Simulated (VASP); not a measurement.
# KI (Fm-3m) in VASP: notebook

The runs below take KI through band structure, with HSE06, PBE, PBE0.

Program: VASP 6.6.1. These are calculated values, not measurements. Logs are shortened: lines on timing, memory, paths and dates and some standing lists are left out, and cuts for length are marked.

**What was measured.**

A printed reference work, monograph reports, for a bulk crystal of KI: band gap 6.32 eV.

The results are compared with them further down.

**1. Starting point**

The structure is cubic, space group Fm-3m (No. 225). The conventional cell has a = 7.016 Å, b = 7.016 Å, c = 7.016 Å, α = 90.00°, β = 90.00°, γ = 90.00°. Around K (site symmetry m-3m) lie 6 I at 3.51 Å. Around I (site symmetry m-3m) lie 6 K at 3.51 Å.

**2. Band structure, HSE06, spin-orbit coupling, no magnetisation**

POSCAR

```
KI                                      
1.0
    0.0000000000      3.5081227350      3.5081227350
    3.5081227350      0.0000000000      3.5081227350
    3.5081227350      3.5081227350      0.0000000000
  K               I             
     1     1
Direct
     0.0000000000000000    0.0000000000000000    0.0000000000000000
     0.5000000000000000    0.5000000000000000    0.5000000000000000
```

INCAR.step1

```
SYSTEM = KI
ALGO = Normal
EDIFF = 1E-5
ENCUT = 520
GGA = PE
GGA_COMPAT = .False.
ISIF = 2
ISMEAR = 0
KPAR = 4
LASPH = .True.
LCHARG = .False.
LORBIT = 11
LREAL = .False.
LSORBIT = .True.
LWAVE = .True.
MAGMOM = 0 0 0 0 0 0
NELM = 80
PREC = Accurate
SIGMA = 0.03
```

INCAR.step2

```
SYSTEM = KI
ALGO = Normal
EDIFF = 1E-7
ENCUT = 520
GGA = PE
GGA_COMPAT = .False.
HFSCREEN = 0.2
ISIF = 2
ISMEAR = 0
ISTART = 1
KPAR = 4
LASPH = .True.
LCHARG = .False.
LHFCALC = .True.
LORBIT = 11
LREAL = .False.
LSORBIT = .True.
LWAVE = .False.
MAGMOM = 0 0 0 0 0 0
NELM = 80
PREC = Accurate
PRECFOCK = Fast
SIGMA = 0.03
```

KPOINTS

```
k-points
0
Gamma
  4 4 4
  0 0 0
```

KPOINTS_OPT

```
explicit points
6
Reciprocal
 0.0000000000  0.0000000000  0.0000000000 1
 0.3750000000  0.3750000000  0.7500000000 1
 0.5000000000  0.5000000000  0.5000000000 1
 0.6250000000  0.2500000000  0.6250000000 1
 0.5000000000  0.2500000000  0.7500000000 1
 0.5000000000  0.0000000000  0.5000000000 1
```

Potentials or basis: VASP PAW PBE potentials, release 64 (K_sv, I).

On the command line:

```
cat potpaw_PBE.64/K_sv/POTCAR potpaw_PBE.64/I/POTCAR > POTCAR
cp INCAR.step1 INCAR
mpirun -np 4 vasp_ncl > vasp.out
cp INCAR.step2 INCAR
mpirun -np 4 vasp_ncl > vasp.out
```

OUTCAR:

```text
SYSTEM = KI
   EDIFF = 1E-7
   ENCUT = 520
   GGA = PE
   HFSCREEN = 0.2
   ISIF = 2
   ISMEAR = 0
   ISTART = 1
   LASPH = .True.
   LHFCALC = .True.
   LORBIT = 11
   LREAL = .False.
   LSORBIT = .True.
   NELM = 80
   PREC = Accurate
   PRECFOCK = Fast

 ion  position               nearest neighbor table
   1  0.000  0.000  0.000-   2 3.51   2 3.51   2 3.51   2 3.51   2 3.51   2 3.51
   2  0.500  0.500  0.500-   1 3.51   1 3.51   1 3.51   1 3.51   1 3.51   1 3.51

  LATTYP: Found a face centered cubic cell.
 ALAT       =     7.0162454700

  Lattice vectors:

 A1 = (   0.0000000000,   3.5081227350,   3.5081227350)
 A2 = (   3.5081227350,   0.0000000000,   3.5081227350)
 A3 = (   3.5081227350,   3.5081227350,   0.0000000000)

Analysis of symmetry for initial positions (statically):
=====================================================================
 Subroutine PRICEL returns:
 Original cell was already a primitive cell.

 Routine SETGRP: Setting up the symmetry group for a
 face centered cubic supercell.

 Subroutine GETGRP returns: Found 48 space group operations
 (whereof 48 operations were pure point group operations)
 out of a pool of 48 trial point group operations.

The static configuration has the point symmetry O_h .

Analysis of symmetry for dynamics (positions and initial velocities):
=====================================================================
 Subroutine PRICEL returns:
 Original cell was already a primitive cell.

 Routine SETGRP: Setting up the symmetry group for a
 face centered cubic supercell.

 Subroutine GETGRP returns: Found 48 space group operations
 (whereof 48 operations were pure point group operations)
 out of a pool of 48 trial point group operations.

The dynamic configuration has the point symmetry O_h .

Analysis of structural, dynamic, and magnetic symmetry:
=====================================================================
 Subroutine PRICEL returns:
 Original cell was already a primitive cell.

 Routine SETGRP: Setting up the symmetry group for a
 face centered cubic supercell.

 Subroutine GETGRP returns: Found 48 space group operations
 (whereof 48 operations were pure point group operations)
 out of a pool of 48 trial point group operations.

The overall configuration has the point symmetry O_h .

 Subroutine INISYM returns: Found 48 space group operations
 (whereof 48 operations are pure point group operations),
 and found     1 'primitive' translations

----------------------------------------------------------------------------------------

                                     Primitive cell

  volume of cell :      86.3484

  direct lattice vectors                    reciprocal lattice vectors
     0.000000000  3.508122735  3.508122735    -0.142526370  0.142526370  0.142526370
     3.508122735  0.000000000  3.508122735     0.142526370 -0.142526370  0.142526370
     3.508122735  3.508122735  0.000000000     0.142526370  0.142526370 -0.142526370

  length of vectors
     4.961234750  4.961234750  4.961234750     0.246862915  0.246862915  0.246862915

  position of ions in fractional coordinates (direct lattice)
     0.000000000  0.000000000  0.000000000
     0.500000000  0.500000000  0.500000000

  ion indices of the primitive-cell ions
   primitive index   ion index
                 1           1
                 2           2

----------------------------------------------------------------------------------------

 KPOINTS: k-points

Automatic generation of k-mesh.
 Grid dimensions read from file:
 generate k-points for:    4    4    4

 Generating k-lattice:

  Cartesian coordinates                     Fractional coordinates (reciprocal lattice)
    -0.035631593  0.035631593  0.035631593     0.250000000  0.000000000  0.000000000
     0.035631593 -0.035631593  0.035631593     0.000000000  0.250000000  0.000000000
     0.035631593  0.035631593 -0.035631593     0.000000000  0.000000000  0.250000000

  Length of vectors
     0.061715729  0.061715729  0.061715729

  Shift w.r.t. Gamma in fractional coordinates (k-lattice)
     0.000000000  0.000000000  0.000000000

 Subroutine IBZKPT returns following result:
 ===========================================

 Found      8 irreducible k-points:

 Following reciprocal coordinates:
[... 29 lines left out ...]
   EDIFFG = 0.1E-05   stopping-criterion for IOM
   NSW    =      0    number of steps for IOM
   IBRION =     -1    ionic relax: 0-MD 1-quasi-New 2-CG
   NFREE  =      0    steps in history (QN), initial steepest desc. (CG)
   ISIF   =      2    stress and relaxation
   ISYM   =      3    0-nonsym 1-usesym 2-fastsym
   POTIM  = 0.5000    time-step for ionic-motion
   TEBEG  =    0.0;   TEEND  =   0.0 temperature during run
   PSTRESS=    0.0 pullay stress
   NELECT =      16.0000    total number of electrons
   NUPDOWN=      -1.0000    fix difference up-down
   EMIN   =  10.00;   EMAX   =-10.00  energy-range for DOS
   EFERMI =   0.00;   METHOD = LEGACY
   ISMEAR =     0;   SIGMA  =   0.03  broadening in eV -4-tet -1-fermi 0-gaus
   EFERMI_NEDOS =   21; number of points for ismear=-14 and -15
   IALGO  =     38    algorithm
   IMIX   =      1    mixing-type and parameters
     AMIX     =   0.40;   BMIX     =  1.00
     AMIX_MAG =   1.60;   BMIX_MAG =  1.00
  volume/ion in A,a.u.               =      43.17       291.35
  Fermi-wavevector in a.u.,A,eV,Ry     =   0.933319  1.763717 11.851819  0.871084
  Thomas-Fermi vector in A             =   2.060008
   LORBIT       =     11    0 simple, 1 ext, 2 COOP (PROOUT), +10 PAW based schemes
   GGA     = PE    functional components
   LHFCALC =     T    Hartree Fock is set to
   PRECFOCK=fast      Normal, Fast or Accurate (Low or Medium for compatibility)
   ENCUT4O =  -1.0   cutoff for four orbital integrals eV
   NKREDX  =     1    reduce k-point grid by
   NKREDY  =     1    reduce k-point grid by
   NKREDZ  =     1    reduce k-point grid by
   AEXX    =    0.2500 exact exchange contribution
   HFSCREEN=    0.2000 screening length (either q_TF or 0.3 A-1)
   HFSCREENC=   0.2000 screening length for correlation (either q_TF or 0.3 A-1)
   ENCUTFOCK=  -1.0 apply spherical cutoff to Coloumb kernel
   IVDW    =     0    specifies the selected vdW correction
   LEPSILON=     F    determine dielectric tensor
   LRPA    =     F    only Hartree local field effects (RPA)
 Gauss-broadening in eV      SIGMA  =   0.03
  energy-cutoff  :      520.00
  volume of cell :       86.35
 maximum number of plane-waves:      4692
 NGX is ok and might be reduce to    40
  NGX = 20; NGY = 20; NGZ = 20

 number of electron      15.9999999 magnetization       0.0000000      0.0000000      0.0000000

 number of electron      15.9999999 magnetization      -0.0000000     -0.0000000     -0.0000000

 Free energy of the ion-electron system (eV)
  ---------------------------------------------------
  ext. energy  EPLUGINS =         0.00000000
  ---------------------------------------------------
  free energy    TOTEN  =        -6.52991795 eV

  energy without entropy =       -6.52991795  energy(sigma->0) =       -6.52991795

 E-fermi :  -0.4791     XC(G=0):  -6.0978

 val. band max:       -0.7171851530   @ k =   0.0000   0.0000   0.0000
 cond. band min:       3.9787530204   @ k =   0.0000   0.0000   0.0000
 fundamental gap:      4.6959381734
 Fermi energy:        -0.4790895011

 k-point     1 :       0.0000    0.0000    0.0000
  band No.  band energies     occupation
      1     -31.8399      1.00000
      2     -31.8399      1.00000
      3     -14.1621      1.00000
      4     -14.1621      1.00000
      5     -13.8827      1.00000
      6     -13.8827      1.00000
[... 205 lines left out ...]
     23       8.5132      0.00000
     24       8.5132      0.00000

------------------------ aborting loop because EDIFF is reached ----------------------------------------

  FORCE on cell =-STRESS in cart. coord.  units (eV):
  Direction    XX          YY          ZZ          XY          YZ          ZX
  --------------------------------------------------------------------------------------
  -------------------------------------------------------------------------------------
  Total        0.3911507      0.3911507      0.3911507     -0.0000000     -0.0000000      0.0000000
  in kB        7.2577223      7.2577223      7.2577223     -0.0000000     -0.0000000      0.0000000
  external PRESSURE =       7.2577223 kB  Pullay stress =       0.0000000 kB

 VOLUME and BASIS-vectors are now :
 -----------------------------------------------------------------------------
  energy-cutoff  :      520.00
  volume of cell :       86.35
      direct lattice vectors                 reciprocal lattice vectors
     0.000000000  3.508122735  3.508122735    -0.142526370  0.142526370  0.142526370
     3.508122735  0.000000000  3.508122735     0.142526370 -0.142526370  0.142526370
     3.508122735  3.508122735  0.000000000     0.142526370  0.142526370 -0.142526370

 POSITION                                       TOTAL-FORCE (eV/Angst)
 -----------------------------------------------------------------------------------
      0.00000      0.00000      0.00000         0.000000      0.000000      0.000000
      3.50812      3.50812      3.50812        -0.000000      0.000000     -0.000000
 -----------------------------------------------------------------------------------
    total drift:                               -0.000000      0.000000      0.000000

  FREE ENERGIE OF THE ION-ELECTRON SYSTEM (eV)
  ---------------------------------------------------
  free  energy   TOTEN  =        -6.5299179471 eV

  energy  without entropy=       -6.5299179471  energy(sigma->0) =       -6.52991795

 Spin-Orbit-Coupling matrix elements

 Ion:    1  E_soc:     -0.0080601
 l=   1
     0.0000000    -0.0013417    -0.0013417
    -0.0013417     0.0000000    -0.0013417
    -0.0013417    -0.0013417     0.0000000
 l=   2
     0.0000000     0.0000002     0.0000000     0.0000002    -0.0000018
     0.0000002     0.0000000    -0.0000013     0.0000002    -0.0000004
     0.0000000    -0.0000013     0.0000000    -0.0000013     0.0000000
     0.0000002     0.0000002    -0.0000013     0.0000000    -0.0000004
    -0.0000018    -0.0000004     0.0000000    -0.0000004     0.0000000
 l=   3
     0.0000000     0.0000000     0.0000000     0.0000000     0.0000000     0.0000000     0.0000000
     0.0000000     0.0000000     0.0000000     0.0000000     0.0000000     0.0000000     0.0000000
     0.0000000     0.0000000     0.0000000     0.0000000     0.0000000     0.0000000     0.0000000
     0.0000000     0.0000000     0.0000000     0.0000000     0.0000000     0.0000000     0.0000000
     0.0000000     0.0000000     0.0000000     0.0000000     0.0000000     0.0000000     0.0000000
     0.0000000     0.0000000     0.0000000     0.0000000     0.0000000     0.0000000     0.0000000
     0.0000000     0.0000000     0.0000000     0.0000000     0.0000000     0.0000000     0.0000000

 Ion:    2  E_soc:     -0.2354451
 l=   1
     0.0000000    -0.0392383    -0.0392383
    -0.0392383     0.0000000    -0.0392383
    -0.0392383    -0.0392383     0.0000000
 l=   2
     0.0000000    -0.0000007     0.0000000    -0.0000007    -0.0000018
    -0.0000007     0.0000000    -0.0000014    -0.0000007    -0.0000005
     0.0000000    -0.0000014     0.0000000    -0.0000014     0.0000000
    -0.0000007    -0.0000007    -0.0000014     0.0000000    -0.0000005
    -0.0000018    -0.0000005     0.0000000    -0.0000005     0.0000000
 l=   3
     0.0000000     0.0000000     0.0000000     0.0000000     0.0000000     0.0000000     0.0000000
     0.0000000     0.0000000     0.0000000     0.0000000     0.0000000     0.0000000     0.0000000
     0.0000000     0.0000000     0.0000000     0.0000000     0.0000000     0.0000000     0.0000000
     0.0000000     0.0000000     0.0000000     0.0000000     0.0000000     0.0000000     0.0000000
     0.0000000     0.0000000     0.0000000     0.0000000     0.0000000     0.0000000     0.0000000
     0.0000000     0.0000000     0.0000000     0.0000000     0.0000000     0.0000000     0.0000000
     0.0000000     0.0000000     0.0000000     0.0000000     0.0000000     0.0000000     0.0000000

 total charge

# of ion       s       p       d       tot
------------------------------------------
    1        1.959   5.624   0.019   7.602
    2        1.491   2.943   0.001   4.435
--------------------------------------------------
tot          3.450   8.568   0.020  12.038

 magnetization (x)

# of ion       s       p       d       tot
------------------------------------------
    1       -0.000  -0.000   0.000  -0.000
    2        0.000  -0.000  -0.000   0.000
--------------------------------------------------
tot          0.000  -0.000   0.000   0.000

 magnetization (y)

# of ion       s       p       d       tot
------------------------------------------
    1        0.000   0.000   0.000   0.000
    2        0.000  -0.000  -0.000   0.000
--------------------------------------------------
tot          0.000  -0.000   0.000   0.000

 magnetization (z)

# of ion       s       p       d       tot
------------------------------------------
    1       -0.000  -0.000   0.000  -0.000
    2        0.000  -0.000  -0.000   0.000
--------------------------------------------------
tot          0.000  -0.000   0.000  -0.000
```

It took 7.5 min on 4 MPI ranks of AMD EPYC 9R45 (Zen 5), shared host; peak memory 0.53 GiB.

What came out:

```yaml
Free_energy: -6.5299 eV
Pressure: 0.7 GPa
Valence_electrons_inside_the_program's_atomic_spheres: K 7.60; I 4.43
```

Caveat: the k mesh is coarse (spacing up to 0.39 Å⁻¹), so the values aren't converged, least of all with exact exchange; the PAW data sets were made with another functional, which shifts forces and pressure a little.

**3. Band structure, PBE**

INCAR

```
ALGO     = Normal         # electronic algorithm
EDIFF    = 1E-7           # SCF threshold, eV
ENCUT    = 520            # plane-wave cutoff, eV
GGA      = PE             # functional
ISIF     = 2              # what is computed and relaxed
ISMEAR   = 0              # smearing method
KPAR     = 8            
LASPH    = True           # aspherical terms in the spheres
LCHARG   = False          # write CHGCAR
LREAL    = False          # projectors in reciprocal space
LWAVE    = False          # write WAVECAR
NBANDS   = 15             # bands
NELM     = 80             # most SCF steps
PREC     = Accurate       # precision mode
SIGMA    = 0.03           # smearing width, eV
```

KPOINTS

```
k-points
0
Gamma
  6 6 6
```

POSCAR

```
KI                                      
1.0
    0.0000000000      3.5081227384      3.5081227384
    3.5081227384      0.0000000000      3.5081227384
    3.5081227384      3.5081227384      0.0000000000
  K               I             
     1     1
Direct
     0.0000000000000000    0.0000000000000000    0.0000000000000000
     0.5000000000000000    0.5000000000000000    0.5000000000000000
```

KPOINTS_OPT is that of step 2.

Potentials or basis: VASP PAW PBE potentials, release 64 (K_sv, I).

On the command line:

```
cat potpaw_PBE.64/K_sv/POTCAR potpaw_PBE.64/I/POTCAR > POTCAR
mpirun -np 8 vasp_std > vasp.out
```

Run time: 15 s. Hardware: 8 MPI ranks of Intel Xeon Platinum 8259CL at 2.50GHz (Skylake/Cascade Lake), shared host; peak memory 0.27 GiB.

Results (log left out):

- Free energy: -5.5476 eV
- Pressure: 0.9 GPa
- Band gap on the k mesh: 4.01 eV, direct
- Band gap along the path: 4.01 eV, direct

Levels at points of the mesh, in eV from the valence-band top:
```tsv
k point	band 4	band 5	band 6	band 7	band 8	band 9	band 10	band 11	band 12	band 13
(0.00, 0.00, 0.00)	-11.96	-10.53	0.00	0.00	0.00	4.01	6.49	6.49	6.49	7.22
(0.50, 0.00, 0.00)	-11.96	-10.23	-1.37	-0.35	-0.35	5.54	7.77	8.19	8.19	8.74
(0.50, 0.50, 0.00)	-11.98	-10.38	-1.03	-0.38	-0.38	4.90	5.82	8.12	8.78	8.91
```

Caveat: spin-orbit coupling is left out, which moves the levels of the heavy elements.

**4. Band structure, HSE06**

POSCAR is that of step 3.

INCAR.step1

```
ALGO     = Normal         # electronic algorithm
EDIFF    = 1E-5           # SCF threshold, eV
ENCUT    = 520            # plane-wave cutoff, eV
GGA      = PE             # functional
ISIF     = 2              # what is computed and relaxed
ISMEAR   = 0              # smearing method
KPAR     = 8            
LASPH    = True           # aspherical terms in the spheres
LCHARG   = False          # write CHGCAR
LREAL    = False          # projectors in reciprocal space
LWAVE    = True           # write WAVECAR
NBANDS   = 15             # bands
NELM     = 80             # most SCF steps
PREC     = Accurate       # precision mode
SIGMA    = 0.03           # smearing width, eV
```

INCAR.step2

```
ALGO     = Normal         # electronic algorithm
EDIFF    = 1E-7           # SCF threshold, eV
ENCUT    = 520            # plane-wave cutoff, eV
GGA      = PE             # functional
HFSCREEN = 0.2            # screening, 1/A
ISIF     = 2              # what is computed and relaxed
ISMEAR   = 0              # smearing method
ISTART   = 1            
KPAR     = 8            
LASPH    = True           # aspherical terms in the spheres
LCHARG   = False          # write CHGCAR
LHFCALC  = True           # exact exchange
LREAL    = False          # projectors in reciprocal space
LWAVE    = False          # write WAVECAR
NBANDS   = 15             # bands
NELM     = 80             # most SCF steps
PREC     = Accurate       # precision mode
PRECFOCK = Fast         
SIGMA    = 0.03           # smearing width, eV
```

KPOINTS is that of step 3.

KPOINTS_OPT is that of step 3.

On the command line:

```
cat potpaw_PBE.64/K_sv/POTCAR potpaw_PBE.64/I/POTCAR > POTCAR
cp INCAR.step1 INCAR
mpirun -np 8 vasp_std > vasp.out
cp INCAR.step2 INCAR
mpirun -np 8 vasp_std > vasp.out
```

It took 13 min on 8 MPI ranks of Intel Xeon Platinum 8259CL at 2.50GHz (Skylake/Cascade Lake), shared host; peak memory 0.43 GiB.

Results (log left out):

```yaml
Free_energy: -6.4092 eV
Pressure: 0.7 GPa
Band_gap_on_the_k_mesh: 5.03 eV, direct
Band_gap_along_the_path: 5.03 eV, direct
```

Levels at points of the mesh, in eV from the valence-band top:
| k point | band 6 | band 7 | band 8 | band 9 | band 10 | band 11 |
| --- | --- | --- | --- | --- | --- | --- |
| (0.00, 0.00, 0.00) | 0.00 | 0.00 | 0.00 | 5.03 | 7.66 | 7.66 |
| (0.50, 0.00, 0.00) | -1.45 | -0.37 | -0.37 | 6.54 | 9.01 | 9.31 |
| (0.50, 0.50, 0.00) | -1.11 | -0.41 | -0.41 | 5.93 | 6.91 | 9.52 |

Caveat: the PAW data sets were made with another functional, which shifts forces and pressure a little; spin-orbit coupling is left out, which moves the levels of the heavy elements.

[end of part 1 of 2]
